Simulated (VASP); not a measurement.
# PbSe (Clausthalite) (Fm-3m) in VASP: notebook

The runs below take PbSe (Clausthalite) through single point, relaxation of cell and atoms, with PBE+D3(BJ).

All numbers are computed with VASP 6.6.1; they aren't measurements. Logs are shortened: lines on timing, memory, paths and dates and some standing lists are left out, and cuts for length are marked.

**Measured values to compare with.**

A printed reference work, monograph reports, for a bulk crystal of PbSe at 300 K: band gap 0.28 eV (direct).

How close the calculation comes is told below.

**1. The cell of the first run**

Symmetry: Fm-3m, No. 225, cubic system. The conventional cell has a = 6.134 Å, b = 6.134 Å, c = 6.134 Å, α = 90.00°, β = 90.00°, γ = 90.00°. Pb (site symmetry m-3m) has 6 Se at 3.07 Å within 4.0 Å. Se (site symmetry m-3m) has 6 Pb at 3.07 Å within 4.0 Å.

**2. Single point, PBE+D3(BJ)**

INCAR

```
SYSTEM = PbSe
PREC     = Accurate       ! precision mode
ENCUT    = 520            ! plane-wave cutoff, eV
EDIFF    = 1E-7           ! SCF threshold, eV
ISMEAR   = 0              ! smearing method
SIGMA    = 0.01           ! smearing width, eV
LREAL    = .FALSE.        ! projectors in reciprocal space
LASPH    = .TRUE.         ! aspherical terms in the spheres
NELM     = 60             ! most SCF steps
ALGO     = Normal         ! electronic algorithm
ISIF     = 2              ! what is computed and relaxed
LWAVE    = .FALSE.        ! write WAVECAR
LCHARG   = .FALSE.        ! write CHGCAR
GGA      = PE             ! functional
IVDW     = 12             ! dispersion correction
NBANDS   = 17             ! bands
```

KPOINTS

```
regular mesh
0
G
  10 10 10
  0 0 0
```

POSCAR

```
PbSe
1.0
    0.0000000000      3.0671009720      3.0671009720
    3.0671009720      0.0000000000      3.0671009720
    3.0671009720      3.0671009720      0.0000000000
Pb Se
1 1
Direct
    0.0000000000      0.0000000000      0.0000000000
    0.5000000000      0.5000000000      0.5000000000
```

Potentials or basis: VASP PAW PBE potentials, release 64 (Pb_d, Se).

Started as:

```
cat potpaw_PBE.64/Pb_d/POTCAR potpaw_PBE.64/Se/POTCAR > POTCAR
mpirun -np 1 vasp_std > vasp.out
```

OUTCAR:

```text
SYSTEM = PbSe
   PREC = Accurate
   ENCUT = 520
   EDIFF = 1E-7
   ISMEAR = 0
   LREAL = .FALSE.
   LASPH = .TRUE.
   NELM = 60
   ISIF = 2
   GGA = PE
   IVDW = 12
 IVDW          = 12

 ion  position               nearest neighbor table
   1  0.000  0.000  0.000-   2 3.07   2 3.07   2 3.07   2 3.07   2 3.07   2 3.07
   2  0.500  0.500  0.500-   1 3.07   1 3.07   1 3.07   1 3.07   1 3.07   1 3.07

  LATTYP: Found a face centered cubic cell.
 ALAT       =     6.1342019440

  Lattice vectors:

 A1 = (   0.0000000000,   3.0671009720,   3.0671009720)
 A2 = (   3.0671009720,   0.0000000000,   3.0671009720)
 A3 = (   3.0671009720,   3.0671009720,   0.0000000000)

Analysis of symmetry for initial positions (statically):
=====================================================================
 Subroutine PRICEL returns:
 Original cell was already a primitive cell.

 Routine SETGRP: Setting up the symmetry group for a
 face centered cubic supercell.

 Subroutine GETGRP returns: Found 48 space group operations
 (whereof 48 operations were pure point group operations)
 out of a pool of 48 trial point group operations.

The static configuration has the point symmetry O_h .

Analysis of symmetry for dynamics (positions and initial velocities):
=====================================================================
 Subroutine PRICEL returns:
 Original cell was already a primitive cell.

 Routine SETGRP: Setting up the symmetry group for a
 face centered cubic supercell.

 Subroutine GETGRP returns: Found 48 space group operations
 (whereof 48 operations were pure point group operations)
 out of a pool of 48 trial point group operations.

The dynamic configuration has the point symmetry O_h .

 Subroutine INISYM returns: Found 48 space group operations
 (whereof 48 operations are pure point group operations),
 and found     1 'primitive' translations

----------------------------------------------------------------------------------------

                                     Primitive cell

  volume of cell :      57.7051

  direct lattice vectors                    reciprocal lattice vectors
     0.000000000  3.067100972  3.067100972    -0.163020391  0.163020391  0.163020391
     3.067100972  0.000000000  3.067100972     0.163020391 -0.163020391  0.163020391
     3.067100972  3.067100972  0.000000000     0.163020391  0.163020391 -0.163020391

  length of vectors
     4.337535792  4.337535792  4.337535792     0.282359600  0.282359600  0.282359600

  position of ions in fractional coordinates (direct lattice)
     0.000000000  0.000000000  0.000000000
     0.500000000  0.500000000  0.500000000

  ion indices of the primitive-cell ions
   primitive index   ion index
                 1           1
                 2           2

----------------------------------------------------------------------------------------

 KPOINTS: regular mesh

Automatic generation of k-mesh.
 Grid dimensions read from file:
 generate k-points for:   10   10   10

 Generating k-lattice:

  Cartesian coordinates                     Fractional coordinates (reciprocal lattice)
    -0.016302039  0.016302039  0.016302039     0.100000000  0.000000000  0.000000000
     0.016302039 -0.016302039  0.016302039     0.000000000  0.100000000  0.000000000
     0.016302039  0.016302039 -0.016302039     0.000000000  0.000000000  0.100000000

  Length of vectors
     0.028235960  0.028235960  0.028235960

  Shift w.r.t. Gamma in fractional coordinates (k-lattice)
     0.000000000  0.000000000  0.000000000

 Subroutine IBZKPT returns following result:
 ===========================================

 Found     47 irreducible k-points:

 Following reciprocal coordinates:
            Coordinates               Weight
  0.000000  0.000000  0.000000      1.000000
  0.100000  0.000000  0.000000      8.000000
  0.200000  0.000000  0.000000      8.000000
  0.300000  0.000000  0.000000      8.000000
  0.400000  0.000000  0.000000      8.000000
  0.500000  0.000000  0.000000      4.000000
[... 16 lines left out ...]
  0.300000  0.300000  0.000000      6.000000
  0.400000  0.300000  0.000000     24.000000
 [... further k-points ...]
   k-points           NKPTS =     47   k-points in BZ     NKDIM =     47   number of bands    NBANDS=     17
   number of dos      NEDOS =    301   number of ions     NIONS =      2
   total plane-waves  NPLWV =  32768
   dimension x,y,z NGX =    32 NGY =   32 NGZ =   32
   dimension x,y,z NGXF=    64 NGYF=   64 NGZF=   64
   ions per type =               1   1
   NGX,Y,Z   is equivalent  to a cutoff of  12.26, 12.26, 12.26 a.u.
   NGXF,Y,Z  is equivalent  to a cutoff of  24.53, 24.53, 24.53 a.u.
 SYSTEM =  PbSe
   PREC   = accura    normal or accurate (medium, high low for compatibility)
   ISTART =      0    job   : 0-new  1-cont  2-samecut
   ICHARG =      2    charge: 1-file 2-atom 10-const
   ISPIN  =      1    spin polarized calculation?
   LNONCOLLINEAR =      F non collinear calculations
   LSORBIT =      F    spin-orbit coupling
   LASPH  =      T    aspherical Exc in radial PAW
   ENCUT  =  520.0 eV  38.22 Ry    6.18 a.u.   8.06  8.06  8.06*2*pi/ulx,y,z
   NELM   =     60;   NELMIN=  2; NELMDL= -5     # of ELM steps
   EDIFF  = 0.1E-06   stopping-criterion for ELM
   LREAL  =      F    real-space projection
   EDIFFG = 0.1E-05   stopping-criterion for IOM
   NSW    =      0    number of steps for IOM
   IBRION =     -1    ionic relax: 0-MD 1-quasi-New 2-CG
   NFREE  =      0    steps in history (QN), initial steepest desc. (CG)
   ISIF   =      2    stress and relaxation
   ISYM   =      2    0-nonsym 1-usesym 2-fastsym
   POTIM  = 0.5000    time-step for ionic-motion
   TEBEG  =    0.0;   TEEND  =   0.0 temperature during run
   PSTRESS=    0.0 pullay stress
   NELECT =      20.0000    total number of electrons
   NUPDOWN=      -1.0000    fix difference up-down
   EMIN   =  10.00;   EMAX   =-10.00  energy-range for DOS
   EFERMI =   0.00;   METHOD = LEGACY
   ISMEAR =     0;   SIGMA  =   0.01  broadening in eV -4-tet -1-fermi 0-gaus
   EFERMI_NEDOS =   21; number of points for ismear=-14 and -15
   IALGO  =     38    algorithm
   IMIX   =      4    mixing-type and parameters
     AMIX     =   0.40;   BMIX     =  1.00
     AMIX_MAG =   1.60;   BMIX_MAG =  1.00
  volume/ion in A,a.u.               =      28.85       194.71
  Fermi-wavevector in a.u.,A,eV,Ry     =   1.149953  2.173096 17.992234  1.322392
  Thomas-Fermi vector in A             =   2.286620
   LORBIT       =      0    0 simple, 1 ext, 2 COOP (PROOUT), +10 PAW based schemes
   GGA     = PE    functional components
   LHFCALC =     F    Hartree Fock is set to
   AEXX    =    0.0000 exact exchange contribution
   IVDW    =    12    specifies the selected vdW correction
   LEPSILON=     F    determine dielectric tensor
   LRPA    =     F    only Hartree local field effects (RPA)
 non-spin polarized calculation
 Gauss-broadening in eV      SIGMA  =   0.01
  energy-cutoff  :      520.00
  volume of cell :       57.71
 maximum number of plane-waves:      1588
   NGX = 17   NGY = 17   NGZ = 17

 number of electron      19.9999998 magnetization

 Free energy of the ion-electron system (eV)
  ---------------------------------------------------
  ext. energy  EPLUGINS =         0.00000000
  ---------------------------------------------------
  free energy    TOTEN  =        -8.18274208 eV

  energy without entropy =       -8.18274208  energy(sigma->0) =       -8.18274208

 E-fermi :   5.1263     XC(G=0):  -9.5007

 val. band max:        4.9868482058   @ k =   0.5000   0.0000   0.0000
 cond. band min:       5.2988997352   @ k =   0.5000   0.0000   0.0000
 fundamental gap:      0.3120515294
 Fermi energy:         5.1263210481

 k-point     1 :       0.0000    0.0000    0.0000
  band No.  band energies     occupation
      1     -11.8356      2.00000
      2     -11.8356      2.00000
      3     -11.8356      2.00000
      4     -11.8313      2.00000
      5     -11.8313      2.00000
      6      -8.5489      2.00000
[... 9 lines left out ...]
     16      11.5209      0.00000
     17      13.1849      0.00000

 k-point     2 :       0.1000    0.0000    0.0000
  band No.  band energies     occupation
      1     -11.8353      2.00000
      2     -11.8352      2.00000
      3     -11.8352      2.00000
      4     -11.8311      2.00000
      5     -11.8311      2.00000
      6      -8.4735      2.00000
[... 9 lines left out ...]
     16      11.7472      0.00000
     17      13.9582      0.00000

 k-point     3 :       0.2000    0.0000    0.0000
  band No.  band energies     occupation
      1     -11.8404      2.00000
      2     -11.8404      2.00000
      3     -11.8344      2.00000
      4     -11.8237      2.00000
      5     -11.8237      2.00000
      6      -8.2588      2.00000
[... 9 lines left out ...]
     16      12.3215      0.00000
     17      15.3900      0.00000

 k-point     4 :       0.3000    0.0000    0.0000
  band No.  band energies     occupation
      1     -11.8476      2.00000
      2     -11.8476      2.00000
      3     -11.8335      2.00000
      4     -11.8139      2.00000
      5     -11.8139      2.00000
      6      -7.9474      2.00000
[... 9 lines left out ...]
     16      13.1939      0.00000
     17      16.7447      0.00000

 k-point     5 :       0.4000    0.0000    0.0000
  band No.  band energies     occupation
      1     -11.8535      2.00000
      2     -11.8535      2.00000
      3     -11.8329      2.00000
      4     -11.8059      2.00000
      5     -11.8059      2.00000
      6      -7.6372      2.00000
[... 9 lines left out ...]
     16      14.3029      0.00000
     17      16.1196      0.00000

 k-point     6 :       0.5000    0.0000    0.0000
  band No.  band energies     occupation
      1     -11.8557      2.00000
      2     -11.8557      2.00000
      3     -11.8326      2.00000
      4     -11.8028      2.00000
      5     -11.8028      2.00000
      6      -7.4971      2.00000
[... 9 lines left out ...]
     16      15.1488      0.00000
     17      15.1488      0.00000

 k-point     7 :       0.1000    0.1000    0.0000
  band No.  band energies     occupation
      1     -11.8374      2.00000
      2     -11.8373      2.00000
      3     -11.8317      2.00000
      4     -11.8317      2.00000
      5     -11.8296      2.00000
      6      -8.4476      2.00000
[... 9 lines left out ...]
     16      12.1877      0.00000
     17      13.6702      0.00000

 k-point     8 :       0.2000    0.1000    0.0000
  band No.  band energies     occupation
      1     -11.8455      2.00000
      2     -11.8375      2.00000
      3     -11.8334      2.00000
      4     -11.8266      2.00000
      5     -11.8224      2.00000
      6      -8.2774      2.00000
[... 9 lines left out ...]
     16      12.8323      0.00000
     17      14.5383      0.00000
[... 203 lines left out ...]
      1     -11.8868      2.00000
      2     -11.8398      2.00000
      3     -11.8320      2.00000
      4     -11.8111      2.00000
      5     -11.8003      2.00000
      6      -7.3834      2.00000
[... 9 lines left out ...]
     16      15.4930      0.00000
     17      15.9394      0.00000

 k-point    20 :      -0.4000    0.2000    0.0000
  band No.  band energies     occupation
      1     -11.8802      2.00000
      2     -11.8446      2.00000
      3     -11.8261      2.00000
      4     -11.8128      2.00000
      5     -11.8039      2.00000
      6      -7.3485      2.00000
[... 9 lines left out ...]
     16      14.2795      0.00000
     17      16.6182      0.00000

 k-point    21 :      -0.3000    0.2000    0.0000
  band No.  band energies     occupation
      1     -11.8675      2.00000
      2     -11.8465      2.00000
      3     -11.8263      2.00000
      4     -11.8128      2.00000
      5     -11.8117      2.00000
      6      -7.5403      2.00000
[... 9 lines left out ...]
     16      14.5980      0.00000
     17      15.7588      0.00000

 k-point    22 :      -0.2000    0.2000    0.0000
  band No.  band energies     occupation
      1     -11.8536      2.00000
      2     -11.8459      2.00000
      3     -11.8307      2.00000
      4     -11.8197      2.00000
      5     -11.8127      2.00000
      6      -7.8351      2.00000
[... 9 lines left out ...]
     16      14.5184      0.00000
     17      15.1396      0.00000

 k-point    23 :       0.3000    0.3000    0.0000
  band No.  band energies     occupation
      1     -11.8986      2.00000
      2     -11.8472      2.00000
      3     -11.8192      2.00000
      4     -11.8078      2.00000
      5     -11.8078      2.00000
      6      -7.7239      2.00000
[... 9 lines left out ...]
     16      15.0153      0.00000
     17      15.5241      0.00000

 k-point    24 :       0.4000    0.3000    0.0000
  band No.  band energies     occupation
      1     -11.9151      2.00000
      2     -11.8471      2.00000
      3     -11.8206      2.00000
      4     -11.8031      2.00000
      5     -11.8005      2.00000
      6      -7.4811      2.00000
[... 9 lines left out ...]
     16      15.7095      0.00000
     17      16.4486      0.00000

 [... further k-points ...]

------------------------ aborting loop because EDIFF is reached ----------------------------------------

 Edisp (eV)   -0.73183

 E8    (eV) :    -0.3415

  FORCE on cell =-STRESS in cart. coord.  units (eV):
  Direction    XX          YY          ZZ          XY          YZ          ZX
  --------------------------------------------------------------------------------------
  -------------------------------------------------------------------------------------
  Total      -0.00558    -0.00558    -0.00558     0.00000     0.00000    -0.00000
  in kB      -0.15480    -0.15480    -0.15480     0.00000     0.00000    -0.00000
  external pressure =       -0.15 kB  Pullay stress =        0.00 kB

 VOLUME and BASIS-vectors are now :
 -----------------------------------------------------------------------------
  energy-cutoff  :      520.00
  volume of cell :       57.71
      direct lattice vectors                 reciprocal lattice vectors
     0.000000000  3.067100972  3.067100972    -0.163020391  0.163020391  0.163020391
     3.067100972  0.000000000  3.067100972     0.163020391 -0.163020391  0.163020391
     3.067100972  3.067100972  0.000000000     0.163020391  0.163020391 -0.163020391

 POSITION                                       TOTAL-FORCE (eV/Angst)
 -----------------------------------------------------------------------------------
      0.00000      0.00000      0.00000         0.000000      0.000000     -0.000000
      3.06710      3.06710      3.06710         0.000000      0.000000      0.000000
 -----------------------------------------------------------------------------------
    total drift:                                0.000000     -0.000000     -0.000000

  FREE ENERGIE OF THE ION-ELECTRON SYSTEM (eV)
  ---------------------------------------------------
  free  energy   TOTEN  =        -8.9145754143 eV

  energy  without entropy=       -8.9145754143  energy(sigma->0) =       -8.91457541
```

Run time: 19 s. Hardware: 1 thread of Intel Xeon Platinum 8488C (Sapphire Rapids), shared host; peak memory 0.21 GiB.

Results:

```yaml
Free_energy: -8.9146 eV
Pressure: 0.0 GPa
Band_gap_on_the_k_mesh: 0.31 eV, direct
Dispersion_energy_per_atom: -0.366 eV
```

Caveat: spin-orbit coupling is left out, which moves the levels of the heavy elements.

(Part 1 of 2 ends here.)
